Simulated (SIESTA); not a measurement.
Runs of SIESTA 5.4.2 on Sn. The structure is cubic, space group Fd-3m (No. 227). Conventional cell: a = 6.467 Å, b = 6.467 Å, c = 6.467 Å, α = 90.00°, β = 90.00°, γ = 90.00°. Sn (site symmetry -43m) is surrounded by 4 Sn at 2.80 Å. This isn't the form of Sn at room conditions, which is tetragonal (white tin).

| task | level | potentials or basis | cell | k mesh | optimiser | force tolerance | ensemble | max steps | time step (fs) | energy shift | mesh quality | gap on the mesh (eV) | pressure (GPa) | relaxed volume (Å³/atom) |
| --- | --- | --- | --- | --- | --- | --- | --- | --- | --- | --- | --- | --- | --- | --- |
| relaxation of cell and atoms | PBEsol | PseudoDojo 0.4 standard (PBEsol files), DZP (energy shift 0.002 Ry) | relaxed | 7 × 7 × 7 | Broyden | 0.04 eV/Å | - | - | - | 0.002 Ry | not flagged | none | 0.0 | (a) |
| band structure | PW91 | PseudoDojo 0.4 standard (PBE files), DZP (energy shift 0.002 Ry) | as given | 7 × 7 × 7 | - | - | - | - | - | 0.002 Ry | not flagged | none | 4.7 | - |
| relaxation of cell and atoms | vdW-DF-cx | PseudoDojo 0.4 standard (PBE files), DZP (energy shift 0.002 Ry) | relaxed | 7 × 7 × 7 | CG | 0.01 eV/Å | - | - | - | 0.002 Ry | not flagged | none | -0.1 | 36.25 |
| relaxation of cell and atoms | RPBE | PseudoDojo 0.4 standard (PBE files), DZP (energy shift 0.002 Ry) | relaxed | 7 × 7 × 7 | Broyden | 0.04 eV/Å | - | - | - | 0.002 Ry | not flagged | none | 0.1 | 38.70 |
| band structure | RGE2 | PseudoDojo 0.4 standard (PBE files), DZP (energy shift 0.002 Ry) | as given | 7 × 7 × 7 | - | - | - | - | - | 0.002 Ry | not flagged | none | (b) | - |
| band structure | LDA | PseudoDojo 0.4 standard (LDA files), DZP (energy shift 0.003 Ry; two zetas on semicore shells) | as given | 7 × 7 × 7 | - | - | - | - | - | 0.003 Ry | not flagged | none | 0.4 | - |

Alike in all rows: no spin polarisation; smearing fermi-dirac 0.05 eV; grid cutoff 500 Ry.

Fill in the values left out.

(a) 35.61; (b) 3.3.

Caveats: the basis of atomic orbitals isn't converged, which shifts pressures, moduli and gaps; semicore shells carry a single zeta, which can move pressures by several GPa and volumes by a few percent (some runs); the potentials were made for another functional, which shifts forces and pressure (some runs); the volume moved by +14 % from the deposited cell, more than functionals usually miss (some runs).

A k mesh can miss the band edges, and the runs leave out spin-orbit coupling on Sn.

A gap of «none» marks a metal or a gap under the smearing width.

Not every run made on this cell is shown here.
